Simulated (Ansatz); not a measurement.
The system is Ga.

```
Ga
1.0
     2.71648    0.00000    0.00000
     0.00000    2.71648    0.00000
     0.00000    0.00000    2.71648
Ga
1
Direct
  0.00000 0.00000 0.00000
```

The cell was built by a generator and needn't be a form met in nature.

Base run:

| Quantity | Value |
| --- | --- |
| Program | Ansatz 0.2.0 |
| Functional | RPBE |
| Potentials or basis | Ansatz PAW |
| Cutoff | 420 eV (not typed: the program's choice for these potentials) |
| k mesh | 10 × 10 × 10 |
| Occupations | fermi-dirac, width 0.05 eV |
| Spin | no spin polarisation |

Its results: pressure 1.9 GPa.

Question: After a change of settings the same cell gave: pressure 0.6 GPa. Which change was it?
A. functional from RPBE to revPBE
B. functional from RPBE to PBEsol
C. functional from RPBE to PBE; occupations from fermi-dirac, width 0.05 eV to gaussian, width 0.012 eV
D. functional from RPBE to BLYP

Answer: C.

Caveats: the PAW data sets come from PBE, with cores solved anew for the run's functional, which leaves a small shift of forces and pressure (some runs).
